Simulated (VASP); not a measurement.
GaAs:

```
Ga As
1.0
     0.00000    2.87509    2.87509
     2.87509    0.00000    2.87509
     2.87509    2.87509    0.00000
Ga As
1 1
Direct
  0.00000 0.00000 0.00000
  0.75000 0.75000 0.75000
```

The cell is a database's computed one.

* Program: VASP 6.6.1
* Task: relaxation of cell and atoms
* Functional: PBEsol
* Potentials or basis: VASP PAW PBE potentials, release 64 (Ga, As)
* Cutoff: 580 eV
* k mesh: 10 × 10 × 10
* Occupations: gaussian, width 0.1 eV
* Spin: no spin polarisation

At the start: pressure -2.3 GPa; volume 23.77 Å³/atom.

Task: Where does the relaxation end?

Result: Over 3 steps the energy falls by 6.1 meV/atom and the volume is 22.94 Å³/atom (-3.5 %); space group F-43m (No. 216, to 0.05 Å).

The path:
| step | energy change (eV) | largest force (eV/Å) | pressure (GPa) | volume (Å³) |
| --- | --- | --- | --- | --- |
| 1 | 0.0000 | 0.0000 | -2.27 | 47.53 |
| 2 | -0.0102 | 0.0000 | 1.01 | 45.25 |
| 3 | -0.0121 | 0.0000 | 0.01 | 45.88 |

Final structure:
```cif
data_structure
_symmetry_space_group_name_H-M 'P 1'
_symmetry_Int_Tables_number 1
_cell_length_a 4.0184
_cell_length_b 4.0184
_cell_length_c 4.0184
_cell_angle_alpha 60.000
_cell_angle_beta 60.000
_cell_angle_gamma 60.000
_cell_volume 45.88
loop_
_atom_site_label
_atom_site_type_symbol
_atom_site_fract_x
_atom_site_fract_y
_atom_site_fract_z
_atom_site_occupancy
Ga1 Ga 0.00000 0.00000 0.00000 1
As1 As 0.75000 0.75000 0.75000 1
```

Caveat: the PAW data sets were made with another functional, which shifts forces and pressure a little.
